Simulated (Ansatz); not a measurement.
Write a Python script for the Ansatz DFT code, driven from Python that makes a calculation of the dielectric tensor and Born charges of Cu2O, space group Pn-3m. Level of theory: LDA, PAW, cutoff 476 eV, 5×5×5 k-points, fixed occupations.

```cif
data_structure
_symmetry_space_group_name_H-M 'P 1'
_symmetry_Int_Tables_number 1
_cell_length_a 4.2600
_cell_length_b 4.2600
_cell_length_c 4.2600
_cell_angle_alpha 90.000
_cell_angle_beta 90.000
_cell_angle_gamma 90.000
_cell_volume 77.31
loop_
_atom_site_label
_atom_site_type_symbol
_atom_site_fract_x
_atom_site_fract_y
_atom_site_fract_z
_atom_site_occupancy
Cu1 Cu 0.25000 0.25000 0.25000 1
Cu2 Cu 0.25000 0.75000 0.75000 1
Cu3 Cu 0.75000 0.75000 0.25000 1
Cu4 Cu 0.75000 0.25000 0.75000 1
O1 O 0.00000 0.00000 0.00000 1
O2 O 0.50000 0.50000 0.50000 1
```

The script, `eps_cu2o.py`:
```python
'''High-frequency dielectric tensor and Born charges of Cu2O.'''

import ansatz as az
import numpy as np

SETTINGS = {
    'filling': 'fixed',
}


def main() -> None:
    structure = (
        az.Lattice.cubic(4.26)
        .space_group(224, origin_choice=1)
        .atom('Cu', [0.25, 0.25, 0.25])
        .atom('O', [0.0, 0.0, 0.0])
    )

    # an insulator: whole occupations
    model = (
        structure.calculation()
        .functional(az.Functional.LDA)
        .basis(35 * az.Ry)
        .kpoints(5, center='monkhorst-pack')
        .occupations(SETTINGS['filling'])
        .dielectric()
    )
    done = model.run()
    response = done.dielectric
    eps = np.asarray(response.eps_inf)

    print('eps_inf')
    print(np.round(eps, 3) + 0.0)
    for index, (site, z) in enumerate(zip(done.lattice.sites, response.zstar_e)):
        print('Born charge tensor of', site.symbol, index)
        print(np.round(z, 3) + 0.0)
    print(f'charge neutrality missed by {response.zstar_sum_residual_pre_e:.4f} e before the sum rule')


if __name__ == '__main__':
    main()
```

```console
$ python eps_cu2o.py
eps_inf
[[9.12 0.   0.  ]
 [0.   9.12 0.  ]
 [0.   0.   9.12]]
Born charge tensor of Cu 0
[[0.815 0.395 0.395]
 [0.395 0.815 0.395]
 [0.395 0.395 0.815]]
Born charge tensor of Cu 1
[[ 0.815 -0.395 -0.395]
 [-0.395  0.815  0.395]
 [-0.395  0.395  0.815]]
Born charge tensor of Cu 2
[[ 0.815 -0.395  0.395]
 [-0.395  0.815 -0.395]
 [ 0.395 -0.395  0.815]]
Born charge tensor of Cu 3
[[ 0.815  0.395 -0.395]
 [ 0.395  0.815 -0.395]
 [-0.395 -0.395  0.815]]
Born charge tensor of O 4
[[-1.63  0.    0.  ]
 [ 0.   -1.63  0.  ]
 [ 0.    0.   -1.63]]
Born charge tensor of O 5
[[-1.63  0.    0.  ]
 [ 0.   -1.63  0.  ]
 [ 0.    0.   -1.63]]
charge neutrality missed by 0.0019 e before the sum rule
```

Caveats:
- These settings explore the input space; cutoff and mesh may be short of convergence.
- No spin polarisation was allowed.
- Under fixed occupations the level called the Fermi level is the highest filled one on the SCF mesh; off the mesh a filled band can lie a little above it.
- Of the deposited cell: the entry's cell lengths or inner coordinates differ somewhat from later room-temperature determinations.
- Without a Hubbard U or exact exchange, semilocal functionals often make such 3d compounds metallic or too weakly gapped.
- The starting cell is as deposited in a crystallographic database; the results hold for this polymorph, which needn't be the stable one.
- This is the electronic (clamped-ion) response; a semilocal gap that is too small tends to raise it. The typed mesh is that of the SCF; the response is solved on denser meshes that the run picks.
- Finished in 73 s on 1 thread of Intel(R) Xeon(R) Processor @ 2.30GHz, on a shared host, peak memory 0.91 GiB.
